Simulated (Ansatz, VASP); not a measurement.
**Two plane-wave programs on Ti**

```
Ti
1.0
     2.93587    0.00000    0.00000
    -1.46793    2.54254    0.00000
     0.00000    0.00000    4.64176
Ti
2
Direct
  0.33333 0.66667 0.25000
  0.66667 0.33333 0.75000
```

Alike in both runs: functional r2SCAN; k mesh 12 × 12 × 8; occupations fermi-dirac, width 0.1 eV; no spin polarisation.

Ansatz relaxed the structure, and its values are those at the end. VASP's run is a single point on that final structure, the one shown.

|  | VASP | Ansatz |
| --- | --- | --- |
| version | VASP 6.6.1 | Ansatz 0.2.0 |
| potentials or method | VASP PAW PBE potentials, release 64 (Ti_sv) | PAW with Ansatz's default frozen-core files, scalar-relativistic |
| plane-wave cutoff (eV) | 520 | 500 |
| valence electrons in the cell | 24 | 24 |

|  | VASP | Ansatz | Ansatz less VASP |
| --- | --- | --- | --- |
| pressure (GPa) | 0.4 | 0.0 | -0.36 |

With one functional, cell and mesh, what is left measures potentials, basis and numerics.

Caveats: the PAW data sets were made with another functional, which shifts forces and pressure a little (VASP).
